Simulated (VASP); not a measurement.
Set up this calculation in VASP 6.6.1, as the native input.

| Quantity | Value |
| --- | --- |
| Task | single point |
| Functional | PBE |
| Potentials or basis | VASP PAW PBE potentials, release 64 (Ba_sv_GW, Te_GW) |
| Cutoff | 500 eV |
| k mesh | 3 × 3 × 3 |
| Occupations | gaussian, width 0.02 eV |
| Spin | no spin polarisation |
| Further INCAR settings | ALGO = Normal; EDIFF = 1e-06 |

The structure of BaTe lies in POSCAR:

```
BaTe
1.0
    4.2624660000      0.0000000000      0.0000000000
    0.0000000000      4.2624660000      0.0000000000
    0.0000000000      0.0000000000      4.2624660000
Ba Te
1 1
Direct
    0.0000000000      0.0000000000      0.0000000000
    0.5000000000      0.5000000000      0.5000000000
```

The cell comes from a database or a generator and needn't be the stable form of this composition.

These files were run (other wordings do the same):

INCAR

```
  ALGO = Normal
  EDIFF = 1E-6
  ENCUT = 500
  GGA = PE
  ISIF = 2
  ISMEAR = 0
  LASPH = T
  LCHARG = F
  LREAL = F
  LWAVE = F
  NELM = 60
  PREC = Accurate
  SIGMA = 0.02
```

KPOINTS

```
k-points
0
Gamma
  3 3 3
```

Potentials or basis: VASP PAW PBE potentials, release 64 (Ba_sv_GW, Te_GW).

Launch:

```console
$ cat potpaw_PBE.64/Ba_sv_GW/POTCAR potpaw_PBE.64/Te_GW/POTCAR > POTCAR
$ mpirun -np 1 vasp_std > vasp.out
```

Results of the run:

```yaml
Pressure: -0.1 GPa
Band_gap_on_the_k_mesh: 1.19 eV, direct
```

Caveat: the k mesh is coarse (spacing up to 0.49 Å⁻¹), so the values aren't converged; spin-orbit coupling is left out, which moves the levels of the heavy elements.

Run time: 6.3 s on 1 thread of Intel(R) Xeon(R) 6975P-C (Granite Rapids) (shared host), peak memory 0.17 GiB.
